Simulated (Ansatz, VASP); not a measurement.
## One calculation of Pt, two programs

File INCAR:

```
PREC = Accurate ; ENCUT = 520
EDIFF = 1E-7 ; ISMEAR = 0
SIGMA = 0.15 ; LREAL = F
LASPH = T ; NELM = 100
ALGO = Normal ; ISIF = 2
LWAVE = F ; LCHARG = F
GGA = PS ; NBANDS = 11
```

The input KPOINTS:

```
regular mesh
0
Gamma
  20 20 20
```

Contents of POSCAR:

```
Pt
1.0
    0.0000000000      2.0166370000      2.0166370000
    2.0166370000      0.0000000000      2.0166370000
    2.0166370000      2.0166370000      0.0000000000
Pt
1
Direct
    0.0000000000      0.0000000000      0.0000000000
```

Input for Ansatz:

```yaml
crystal:
  lattice:
    - [0.0, 2.016637, 2.016637]
    - [2.016637, 0.0, 2.016637]
    - [2.016637, 2.016637, 0.0]
  atoms:
    - { symbol: Pt, position: [0.0, 0.0, 0.0] }
basis:
  ecutwfc: 420
kpoints:
  mp_grid: { grid: [20, 20, 20] }
hamiltonian:
  xc: pbesol
scf:
  occupations: { method: gaussian, width: 0.15 }
output:
  forces: true
  stress: true
  eigenvalues: true
  write_density: true
  write_potential: true
  elf: true
  volumetric_format: npy
```

Change from the starting cell: strain +0.030 along x and y, +0.030 along z, atoms carried along.

Alike in both runs: task single point; functional PBEsol; k mesh 20 × 20 × 20; occupations gaussian, width 0.15 eV; no spin polarisation.

|  | VASP | Ansatz |
| --- | --- | --- |
| version | VASP 6.6.1 | Ansatz 0.2.0 |
| potentials or method | VASP PAW PBE potentials, release 64 (Pt) | scalar-relativistic, plane waves, PAW |
| plane-wave cutoff (eV) | 520 | 420 |
| valence electrons in the cell | 10 | 18 |

VASP gave:

```
gap on the k mesh at the Fermi level (eV) : none
pressure (GPa)                            : -20.0
```

Estimate Ansatz's values.

gap on the k mesh at the Fermi level (eV): none; pressure (GPa): -19.7.

A gap of «none» marks a metal or a gap that the smearing closes. The two sets of potentials don't hold the same shells in valence.

Caveats: so large a pressure means that the cell lies far from this level's equilibrium, or that cutoff or potentials fall short (VASP); the potentials were made for another functional, which shifts forces and pressure (VASP). Spin-orbit coupling is left out, which matters for the levels of Pt.
